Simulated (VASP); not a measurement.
Wanted: the native input for a VASP 6.6.1 run.

```yaml
Task: electric field gradients
Functional: PBE
Potentials_or_basis: VASP PAW PBE potentials, release 64 (Na_pv)
Cutoff: 520 eV
k_mesh: 13 × 13 × 7
Occupations: fermi-dirac, width 0.05 eV
Spin: no spin polarisation
Dipole_correction: no
Further_INCAR_settings: ALGO = Fast; EDIFF = 1e-08; NBANDS = 14
```

The structure of Na lies in POSCAR:

```
Na
1.0
    3.7160893377      0.0000000000      0.0000000000
   -1.8580446689      3.2182277692      0.0000000000
    0.0000000000      0.0000000000      6.0708276422
Na
2
Direct
    0.3333333333      0.6666666667      0.2500000000
    0.6666666667      0.3333333333      0.7500000000
```

This isn't the form of Na at room conditions, which is bcc.

The cell isn't the ideal one: volume scaled by 0.96, PAW files.

These files were run (other wordings do the same):

INCAR

```
PREC = Accurate ; ENCUT = 520
EDIFF = 1E-8 ; ISMEAR = -1
SIGMA = 0.05 ; LREAL = False
LASPH = True ; NELM = 100
ALGO = Fast ; ISIF = 2
LWAVE = False ; LCHARG = False
GGA = PE ; LEFG = True
NBANDS = 14
```

KPOINTS

```
regular mesh
0
Gamma
  13 13 7
```

Potentials or basis: VASP PAW PBE potentials, release 64 (Na_pv).

Launch:

```console
$ cat potpaw_PBE.64/Na_pv/POTCAR > POTCAR
$ mpirun -np 1 vasp_std > vasp.out
```

Results of the run:

| Item | Value |
| --- | --- |
| Pressure | 0.2 GPa |
| Band gap on the k mesh | none (metal or under the smearing width) |

Run time: 35 s on 1 thread of Intel(R) Xeon(R) 6975P-C (Granite Rapids), with other jobs on the host, peak memory 0.21 GiB.
